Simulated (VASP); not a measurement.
# CdS (I4/mmm) in VASP: settings compared

The runs below take CdS through single point, with PBE, r2SCAN.

Everything below comes from runs of VASP 6.6.1. Logs are shortened: lines on timing, memory, paths and dates and some standing lists are left out, and cuts for length are marked.

**1. The cell of the first run**

Symmetry: I4/mmm, No. 139, tetragonal system. Conventional cell: a = 3.856 Å, b = 3.856 Å, c = 5.365 Å, α = 90.00°, β = 90.00°, γ = 90.00°. Cd (site symmetry 4/mmm) is surrounded by 6 S at 2.68 to 2.73 Å. Around S (site symmetry 4/mmm) lie 6 Cd at 2.68 to 2.73 Å.

The cell was built by a generator and needn't be a form met in nature.

**2. Single point, PBE (uniaxial_z strain -1.6%)**

The input, INCAR:

```
SYSTEM = CdS
PREC = Accurate ; ENCUT = 520
EDIFF = 1E-6 ; ISMEAR = -1
SIGMA = 0.02 ; LREAL = .False.
LASPH = .True. ; NELM = 60
ALGO = Normal ; ISIF = 2
LWAVE = .False. ; LCHARG = .False.
GGA = PE ; NBANDS = 16
```

The input, KPOINTS:

```
Automatic mesh
0
Gamma
  8 8 8
  0 0 0
```

The input, POSCAR:

```
CdS
1.0
    0.0000000000      2.7267765442      2.6826027642
    2.7267765442      0.0000000000      2.6826027642
    2.7267765442      2.7267765442      0.0000000000
Cd S
1 1
Direct
    0.0000000000      0.0000000000      0.0000000000
    0.5000000000      0.5000000000      0.5000000000
```

Potentials or basis: VASP PAW PBE potentials, release 64 (Cd, S).

Command:

```
$ cat potpaw_PBE.64/Cd/POTCAR potpaw_PBE.64/S/POTCAR > POTCAR
$ mpirun -np 1 vasp_std > vasp.out
```

OUTCAR:

```text
SYSTEM = CdS
   PREC = Accurate
   ENCUT = 520
   EDIFF = 1E-6
   ISMEAR = -1
   LREAL = .False.
   LASPH = .True.
   NELM = 60
   ISIF = 2
   GGA = PE

 ion  position               nearest neighbor table
   1  0.000  0.000  0.000-   2 2.68   2 2.68   2 2.73   2 2.73   2 2.73   2 2.73
   2  0.500  0.500  0.500-   1 2.68   1 2.68   1 2.73   1 2.73   1 2.73   1 2.73

  LATTYP: Found a body centered tetragonal cell.
 ALAT       =     3.8562443704
 C/A-ratio  =     1.3913033027

  Lattice vectors:

 A1 = (   0.0000000000,  -2.7267765442,  -2.6826027642)
 A2 = (   0.0000000000,   2.7267765442,  -2.6826027642)
 A3 = (   2.7267765442,   0.0000000000,   2.6826027642)

Analysis of symmetry for initial positions (statically):
=====================================================================
 Subroutine PRICEL returns:
 Original cell was already a primitive cell.

 Routine SETGRP: Setting up the symmetry group for a
 body centered tetragonal supercell.

 Subroutine GETGRP returns: Found 16 space group operations
 (whereof 16 operations were pure point group operations)
 out of a pool of 16 trial point group operations.

The static configuration has the point symmetry D_4h.

Analysis of symmetry for dynamics (positions and initial velocities):
=====================================================================
 Subroutine PRICEL returns:
 Original cell was already a primitive cell.

 Routine SETGRP: Setting up the symmetry group for a
 body centered tetragonal supercell.

 Subroutine GETGRP returns: Found 16 space group operations
 (whereof 16 operations were pure point group operations)
 out of a pool of 16 trial point group operations.

The dynamic configuration has the point symmetry D_4h.

 Subroutine INISYM returns: Found 16 space group operations
 (whereof 16 operations are pure point group operations),
 and found     1 'primitive' translations

----------------------------------------------------------------------------------------

                                     Primitive cell

  volume of cell :      39.8920

  direct lattice vectors                    reciprocal lattice vectors
     0.000000000  2.726776544  2.682602764    -0.183366694  0.183366694  0.186386150
     2.726776544  0.000000000  2.682602764     0.183366694 -0.183366694  0.186386150
     2.726776544  2.726776544  0.000000000     0.183366694  0.183366694 -0.186386150

  length of vectors
     3.825136326  3.825136326  3.856244370     0.319353230  0.319353230  0.319353230

[... 74 lines left out ...]
   ISPIN  =      1    spin polarized calculation?
   LNONCOLLINEAR =      F non collinear calculations
   LSORBIT =      F    spin-orbit coupling
   LASPH  =      T    aspherical Exc in radial PAW
   ENCUT  =  520.0 eV  38.22 Ry    6.18 a.u.   7.11  7.11  7.17*2*pi/ulx,y,z
   NELM   =     60;   NELMIN=  2; NELMDL= -5     # of ELM steps
   EDIFF  = 0.1E-05   stopping-criterion for ELM
   LREAL  =      F    real-space projection
   EDIFFG = 0.1E-04   stopping-criterion for IOM
   NSW    =      0    number of steps for IOM
   IBRION =     -1    ionic relax: 0-MD 1-quasi-New 2-CG
   NFREE  =      0    steps in history (QN), initial steepest desc. (CG)
   ISIF   =      2    stress and relaxation
   ISYM   =      2    0-nonsym 1-usesym 2-fastsym
   POTIM  = 0.5000    time-step for ionic-motion
   TEBEG  =    0.0;   TEEND  =   0.0 temperature during run
   PSTRESS=    0.0 pullay stress
   NELECT =      18.0000    total number of electrons
   NUPDOWN=      -1.0000    fix difference up-down
   EMIN   =  10.00;   EMAX   =-10.00  energy-range for DOS
   EFERMI =   0.00;   METHOD = LEGACY
   ISMEAR =    -1;   SIGMA  =   0.02  broadening in eV -4-tet -1-fermi 0-gaus
   EFERMI_NEDOS =   21; number of points for ismear=-14 and -15
   IALGO  =     38    algorithm
   IMIX   =      4    mixing-type and parameters
     AMIX     =   0.40;   BMIX     =  1.00
     AMIX_MAG =   1.60;   BMIX_MAG =  1.00
  volume/ion in A,a.u.               =      19.95       134.60
  Fermi-wavevector in a.u.,A,eV,Ry     =   1.255656  2.372845 21.451909  1.576671
  Thomas-Fermi vector in A             =   2.389402
   LORBIT       =      0    0 simple, 1 ext, 2 COOP (PROOUT), +10 PAW based schemes
   GGA     = PE    functional components
   LHFCALC =     F    Hartree Fock is set to
   AEXX    =    0.0000 exact exchange contribution
   IVDW    =     0    specifies the selected vdW correction
   LEPSILON=     F    determine dielectric tensor
   LRPA    =     F    only Hartree local field effects (RPA)
 non-spin polarized calculation
  energy-cutoff  :      520.00
  volume of cell :       39.89
 maximum number of plane-waves:      1088
   NGX = 15   NGY = 15   NGZ = 15

 number of electron      18.0000001 magnetization

 Free energy of the ion-electron system (eV)
  ---------------------------------------------------
  ext. energy  EPLUGINS =         0.00000000
  ---------------------------------------------------
  free energy    TOTEN  =        -5.85497674 eV

  energy without entropy =       -5.85493711  energy(sigma->0) =       -5.85495693

 E-fermi :   3.3043     XC(G=0): -10.5279

 val. band max:        3.2087002910   @ k =   0.5000  -0.0000   0.0000
 cond. band min:       3.3653065603   @ k =   0.5000   0.5000   0.0000
 fundamental gap:      0.1566062693
 Fermi energy:         3.3042795991

 k-point     1 :       0.0000    0.0000    0.0000
  band No.  band energies     occupation
      1      -9.8178      2.00000
      2      -4.5139      2.00000
      3      -4.5139      2.00000
      4      -4.5082      2.00000
      5      -4.5043      2.00000
      6      -4.4900      2.00000
[... 433 lines left out ...]
      3      -4.6811      2.00000
      4      -4.6258      2.00000
      5      -4.3480      2.00000
      6      -4.3079      2.00000
[... 8 lines left out ...]
     15      15.8691      0.00000
     16      15.9973      0.00000

 [... further k-points ...]
[... 5 lines left out ...]
  --------------------------------------------------------------------------------------
  -------------------------------------------------------------------------------------
  Total        0.7611687      0.7611687      1.1509387      0.0000000      0.0000000      0.0000000
  in kB       30.5707449     30.5707449     46.2250407      0.0000000      0.0000000      0.0000000
  external PRESSURE =      35.7888435 kB  Pullay stress =       0.0000000 kB

 VOLUME and BASIS-vectors are now :
 -----------------------------------------------------------------------------
  energy-cutoff  :      520.00
  volume of cell :       39.89
      direct lattice vectors                 reciprocal lattice vectors
     0.000000000  2.726776544  2.682602764    -0.183366694  0.183366694  0.186386150
     2.726776544  0.000000000  2.682602764     0.183366694 -0.183366694  0.186386150
     2.726776544  2.726776544  0.000000000     0.183366694  0.183366694 -0.186386150

 POSITION                                       TOTAL-FORCE (eV/Angst)
 -----------------------------------------------------------------------------------
      0.00000      0.00000      0.00000        -0.000000      0.000000      0.000000
      2.72678      2.72678      2.68260         0.000000     -0.000000      0.000000
 -----------------------------------------------------------------------------------
    total drift:                                0.000000      0.000000      0.000000

  FREE ENERGIE OF THE ION-ELECTRON SYSTEM (eV)
  ---------------------------------------------------
  free  energy   TOTEN  =        -5.8549767419 eV

  energy  without entropy=       -5.8549371103  energy(sigma->0) =       -5.85495693
```

OSZICAR:

```text
N       E                     dE             d eps       ncg     rms          rms(c)
DAV:   1     0.109807362336E+03    0.10981E+03   -0.94185E+03  1960   0.107E+03
DAV:   2    -0.257281141505E+01   -0.11238E+03   -0.10507E+03  2352   0.260E+02
DAV:   3    -0.640716054084E+01   -0.38343E+01   -0.38280E+01  2296   0.499E+01
DAV:   4    -0.642505219184E+01   -0.17892E-01   -0.17890E-01  2448   0.341E+00
DAV:   5    -0.642522076728E+01   -0.16858E-03   -0.16857E-03  2280   0.317E-01    0.796E+00
DAV:   6    -0.588178810808E+01    0.54343E+00   -0.84033E-01  2536   0.117E+01    0.660E+00
DAV:   7    -0.585580935247E+01    0.25979E-01   -0.17429E-01  2400   0.300E+00    0.337E+00
DAV:   8    -0.585511613837E+01    0.69321E-03   -0.18880E-02  2168   0.172E+00    0.325E-01
DAV:   9    -0.585491598926E+01    0.20015E-03   -0.16383E-03  2440   0.593E-01    0.655E-02
DAV:  10    -0.585495532504E+01   -0.39336E-04   -0.18579E-04  2304   0.146E-01    0.525E-02
DAV:  11    -0.585498053046E+01   -0.25205E-04   -0.41144E-05  2328   0.696E-02    0.155E-02
DAV:  12    -0.585497644102E+01    0.40894E-05   -0.13554E-05  2456   0.474E-02    0.977E-03
DAV:  13    -0.585497674193E+01   -0.30090E-06   -0.14533E-06  1992   0.910E-03
   1 F= -.58549767E+01 E0= -.58549569E+01  d E =-.396317E-04
```

stdout:

```text
POSCAR found type information on POSCAR CdS
 POSCAR found :  2 types and       2 ions
 scaLAPACK will be used
 LDA part: xc-table for (Slater+PW92), standard interpolation
 POSCAR, INCAR and KPOINTS ok, starting setup
 FFT: planning ... GRIDC
 FFT: planning ... GRID_SOFT
 FFT: planning ... GRID
 WAVECAR not read
 entering main loop
```

It took 62 s on 1 thread of Intel Xeon Platinum 8175M at 2.50GHz (Skylake/Cascade Lake), shared host; peak memory 0.18 GiB.

Results:

* Free energy: -5.8550 eV
* Pressure: 3.6 GPa
* Band gap on the k mesh: 0.16 eV, indirect (least direct gap 1.80 eV)

Stress tensor (GPa, compression positive):
```
3.06 0.00 0.00
0.00 3.06 0.00
0.00 0.00 4.62
```

Levels at points of the mesh, in eV from the valence-band top:
```
           k point  band 6  band 7  band 8  band 9  band 10  band 11  band 12  band 13
(0.00, 0.00, 0.00)   -7.70   -0.90   -0.81   -0.81     0.99     9.17     9.17     9.25
(0.50, 0.00, 0.00)   -7.49   -5.01   -0.09    0.00     3.45     5.77     5.94     7.01
(0.50, 0.50, 0.00)   -6.66   -4.46   -2.32   -2.32     0.16     5.90    10.10    11.36
(0.50, 0.00, 0.50)   -6.70   -4.45   -2.34   -2.19     0.24     5.99     9.94    11.27
```

**3. Single point, PBE (hydrostatic strain +4.8%)**

The input, INCAR:

```
SYSTEM = CdS
ALGO = Fast
EDIFF = 1E-7
ENCUT = 520
GGA = PE
ISIF = 2
ISMEAR = -1
LASPH = .TRUE.
LCHARG = .FALSE.
LREAL = .FALSE.
LWAVE = .FALSE.
NBANDS = 16
NELM = 80
PREC = Accurate
SIGMA = 0.02
```

The input, KPOINTS:

```
k-points
0
G
  8 8 8
  0 0 0
```

The input, POSCAR:

```
CdS
1.0
    0.0000000000      2.8565711077      2.8565711077
    2.8565711077      0.0000000000      2.8565711077
    2.8565711077      2.8565711077      0.0000000000
Cd S
1 1
Direct
    0.0000000000      0.0000000000      0.0000000000
    0.5000000000      0.5000000000      0.5000000000
```

Potentials or basis: VASP PAW PBE potentials, release 64 (Cd, S).

Command:

```
$ cat potpaw_PBE.64/Cd/POTCAR potpaw_PBE.64/S/POTCAR > POTCAR
$ mpirun -np 1 vasp_std > vasp.out
```

Run time: 48 s. Hardware: 1 thread of Intel Xeon Platinum 8175M at 2.50GHz (Skylake/Cascade Lake), shared host; peak memory 0.17 GiB.

The run converged. Its results:

- Free energy: -5.7721 eV
- Pressure: -6.2 GPa
- Band gap on the k mesh: 0.22 eV, indirect (least direct gap 0.88 eV)

Levels at points of the mesh, in eV from the valence-band top:
```tsv
k point	band 6	band 7	band 8	band 9	band 10	band 11	band 12	band 13
(0.00, 0.00, 0.00)	-7.43	-0.51	-0.51	-0.51	0.38	9.17	9.17	9.17
(0.50, 0.00, 0.00)	-7.29	-4.25	-0.01	-0.01	3.58	5.76	5.94	5.94
(0.50, 0.50, 0.00)	-6.78	-3.43	-1.66	-1.66	0.22	6.20	9.00	10.30
```

A k mesh can miss the band edges.

**4. Single point, r2SCAN (hydrostatic strain +4.8%)**

POSCAR is that of step 3.

The input, INCAR.step1:

```
SYSTEM = CdS
ALGO = Normal
EDIFF = 1E-4
ENCUT = 520
GGA = PE
ISMEAR = 0
LASPH = .True.
LCHARG = .False.
LREAL = .False.
LWAVE = .True.
NBANDS = 16
NELM = 60
PREC = Accurate
SIGMA = 0.01
```

The input, INCAR.step2:

```
SYSTEM = CdS
ALGO = Normal
EDIFF = 1E-6
ENCUT = 520
ISIF = 2
ISMEAR = 0
ISTART = 1
LASPH = .True.
LCHARG = .True.
LELF = .True.
LMIXTAU = .True.
LREAL = .False.
LVHAR = .True.
LWAVE = .False.
METAGGA = R2SCAN
NBANDS = 16
NELM = 60
PREC = Accurate
SIGMA = 0.01
```

The input, KPOINTS:

```
k-points
0
Gamma
  8 8 8
  0 0 0
```

Command:

```
$ cat potpaw_PBE.64/Cd/POTCAR potpaw_PBE.64/S/POTCAR > POTCAR
$ cp INCAR.step1 INCAR
$ mpirun -np 1 vasp_std > vasp.out
$ cp INCAR.step2 INCAR
$ mpirun -np 1 vasp_std > vasp.out
```

It took 2.2 min on 1 thread of Intel Xeon Platinum 8175M at 2.50GHz (Skylake/Cascade Lake), shared host; peak memory 0.18 GiB.

Results (log left out):

- Free energy: -29.3588 eV
- Pressure: -8.0 GPa
- Band gap on the k mesh: 0.68 eV, indirect (least direct gap 1.45 eV)

Levels at points of the mesh, in eV from the valence-band top:
| k point | band 7 | band 8 | band 9 | band 10 | band 11 | band 12 |
| --- | --- | --- | --- | --- | --- | --- |
| (0.00, 0.00, 0.00) | -0.51 | -0.51 | -0.51 | 0.94 | 9.65 | 9.65 |
| (0.50, 0.00, 0.00) | -4.26 | -0.01 | -0.01 | 4.09 | 6.38 | 6.48 |
| (0.50, 0.50, 0.00) | -3.48 | -1.68 | -1.68 | 0.68 | 6.56 | 9.78 |

Caveat: the PAW data sets were made with another functional, which shifts forces and pressure a little.

**5. Summary**

| level | cell | smearing | gap on the mesh (eV) | pressure (GPa) |
| --- | --- | --- | --- | --- |
| PBE | uniaxial_z strain -1.6% | fermi-dirac 0.02 eV | 0.16 | 3.6 |
| PBE | hydrostatic strain +4.8% | fermi-dirac 0.02 eV | 0.22 | -6.2 |
| r2SCAN | hydrostatic strain +4.8% | gaussian 0.01 eV | 0.68 | -8.0 |

Alike in all rows: task single point; potentials or basis VASP PAW PBE potentials, release 64 (Cd, S); no spin polarisation; k mesh 8 × 8 × 8; cutoff (eV) 520.

Caveats: the PAW data sets were made with another functional, which shifts forces and pressure a little (some runs).

Total energies depend on the potentials used, so only differences within one code and one set of settings carry meaning.
